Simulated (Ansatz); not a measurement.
**Al2O3: Zn on an Al site**

All numbers are calculated (PBEsol, collinear spin where a state has unpaired electrons to hold, no spin-orbit coupling; Ansatz, PAW set soft_2, 420 eV, k-mesh 2×2×2 shifted by half a step), not measured.

The relaxed host crystal (Kohn–Sham gap 6.03 eV over the whole zone):

```cif
data_structure
_symmetry_space_group_name_H-M 'P 1'
_symmetry_Int_Tables_number 1
_cell_length_a 5.1398
_cell_length_b 5.1398
_cell_length_c 5.1398
_cell_angle_alpha 55.343
_cell_angle_beta 55.343
_cell_angle_gamma 55.343
_cell_volume 85.62
loop_
_atom_site_label
_atom_site_type_symbol
_atom_site_fract_x
_atom_site_fract_y
_atom_site_fract_z
_atom_site_occupancy
Al1 Al 0.14792 0.14792 0.14792 1
Al2 Al 0.35208 0.35208 0.35208 1
Al3 Al 0.64792 0.64792 0.64792 1
Al4 Al 0.85208 0.85208 0.85208 1
O1 O 0.94414 0.55586 0.25000 1
O2 O 0.44414 0.75000 0.05586 1
O3 O 0.55586 0.25000 0.94414 1
O4 O 0.25000 0.94414 0.55586 1
O5 O 0.75000 0.05586 0.44414 1
O6 O 0.05586 0.44414 0.75000 1
```

Supercell of 40 atoms, rows of the matrix [[1,-1,-1],[-1,-1,1],[-1,1,-1]] times the cell vectors; Zn on an Al site at (0.148, 0.148, 0.148) in fractions of the cell above. Atoms are relaxed at the host's cell; charged cells sit in a uniform background.

Distances from the Zn atom (Å), by shell of the perfect crystal:

```
shell  perfect crystal  charge 0  charge -1
  3 O             1.86      1.93       1.93
  3 O             1.97      2.12       2.18
 1 Al             2.66      2.71       2.75
 3 Al             2.80      2.82       2.81
```

| charge | moment of the cell (μB) | moment on Zn (μB) | gap of the cell on the mesh (eV) | carriers |
| --- | --- | --- | --- | --- |
| 0 | 1.00 | 0.14 | 0.00 | level in the gap, partly filled |
| -1 | 0.00 | 0.00 | 6.39 | none in the bands |

On this mesh the host's own supercell has a gap of 7.12 eV.

Task: What do these numbers say about the valence and the carriers?

Result: At charge 0 a level in the gap is left partly filled; a distortion or another spin state could split it and lower the energy.

Task: Where are the charge-transition levels, and which charge is stable?

Result: Charge-transition levels, with point-charge and potential-alignment terms: (0/-1) lies 0.71 eV above the valence band top. Lowest charge for a Fermi level at the valence band top: 0, at mid gap: -1, at the conduction band bottom: -1 (among the charges 0, -1). With the Fermi level at the valence band top the state -1 costs 6.91 eV, and 3.90 eV with the Fermi level at mid gap, which lies 3.01 eV above the valence band top; atoms are taken from and to the elements' standard states.

Formation energy of the neutral defect: 6.21 eV, taking atoms from and to the elements' standard states (no corrections for gases), so it belongs to those chemical potentials alone.

Caveats: semilocal functionals make gaps too small, which shifts levels too; small supercell, so energies and levels can be off by tenths of an eV; the atoms kept the symmetry of the start, so a distorted state could lie lower; the program doubts the potential alignment, as is usual in cells this small.

Zinc acts here as a deep acceptor. Divalent Zn supplies one electron fewer than the Al it replaces, and in the neutral cell only 0.14 of the 1.00 μB sits on Zn. The hole therefore probably lies mainly in O 2p states, with Zn remaining close to a filled 3d shell rather than becoming trivalent. Both oxygen shells move outward, as expected for the larger Zn ion. Filling the hole lengthens only the longer Zn–O bonds, from 2.12 to 2.18 Å, which suggests that the acceptor state has some Zn–O antibonding character.

The (0/-1) level, 0.71 eV above the valence band top, is low in the gap but far too deep for appreciable thermal ionisation at room temperature. The results thus support Zn as an electron trap that compensates donors, not as a source of free holes. The formation energies refer to metallic Al and Zn; oxygen-rich conditions would favour the substitution, because Al binds oxygen much more strongly than Zn does.
